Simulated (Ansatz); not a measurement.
A run of Ansatz 0.2.0 is set up as follows.

File input.yaml:

```yaml
crystal:
  lattice:
    - [5.21946336, 0.0, 0.0]
    - [0.0, 5.00476369, 0.0]
    - [0.0, 0.0, 5.03268505]
  atoms:
    - { symbol: Hf, position: [0.966994, 0.73252082, 0.74144035] }
    - { symbol: Hf, position: [0.533006, 0.73252082, 0.24144035] }
    - { symbol: Hf, position: [0.466994, 0.26747918, 0.74144035] }
    - { symbol: Hf, position: [0.033006, 0.26747918, 0.24144035] }
    - { symbol: O, position: [0.63212745, 0.9286454, 0.87926726] }
    - { symbol: O, position: [0.86787255, 0.9286454, 0.37926726] }
    - { symbol: O, position: [0.23394852, 0.53988305, 0.49229239] }
    - { symbol: O, position: [0.26605148, 0.53988305, 0.99229239] }
    - { symbol: O, position: [0.76605148, 0.46011695, 0.99229239] }
    - { symbol: O, position: [0.73394852, 0.46011695, 0.49229239] }
    - { symbol: O, position: [0.13212745, 0.0713546, 0.87926726] }
    - { symbol: O, position: [0.36787255, 0.0713546, 0.37926726] }
hamiltonian:
  xc: r2scan
  pseudopotentials: { kind: paw }
  hubbard: { sites: [{ species: Hf, l: d, u_eff: 3.5 }] }
kpoints:
  mp_grid: { grid: [5, 6, 5] }
  band_path:
    path:
      - [[0.0, 0.0, 0.0], [0.0, 0.5, 0.0], [0.0, 0.5, 0.5], [0.0, 0.0, 0.5], [0.0, 0.0, 0.0], [0.5, 0.0, 0.0], [0.5, 0.5, 0.0], [0.5, 0.5, 0.5], [0.5, 0.0, 0.5], [0.5, 0.0, 0.0]]
      - [[0.0, 0.0, 0.5], [0.5, 0.0, 0.5]]
      - [[0.5, 0.5, 0.0], [0.0, 0.5, 0.0]]
      - [[0.0, 0.5, 0.5], [0.5, 0.5, 0.5]]
    npoints: 10
scf:
  occupations: { method: fermi_dirac, width: 0.05 }
  n_extra_bands: 30
output:
  forces: true
  stress: true
  eigenvalues: true
  fatbands: false
  write_density: true
  write_potential: true
  elf: true
  volumetric_format: npy
```

Potentials or basis: Ansatz PAW.

Run with:

```sh
$ ansatz run input.yaml --threads 2 --pin off --max-ram 5120MiB --backend cpu --events-out ev --progress --plain --runs-dir out
```

Question: Estimate the largest force.

Answer: 0.147 eV/Å.

Question: Predict the band gap along the path.

Answer: 5.76 eV, indirect (least direct gap 5.94 eV).

Eigenvalues of the final occupation matrices:
```tsv
site	spin	trace	eigenvalues
site 1	1	0.99	0.14 0.15 0.20 0.24 0.26
site 2	1	0.99	0.14 0.15 0.20 0.24 0.26
site 3	1	0.99	0.14 0.15 0.20 0.24 0.26
site 4	1	0.99	0.14 0.15 0.20 0.24 0.26
```

Caveat: spin-orbit coupling is left out, which moves the levels of the heavy elements; the PAW data sets come from PBE, with cores solved anew for the run's functional, which leaves a small shift of forces and pressure.
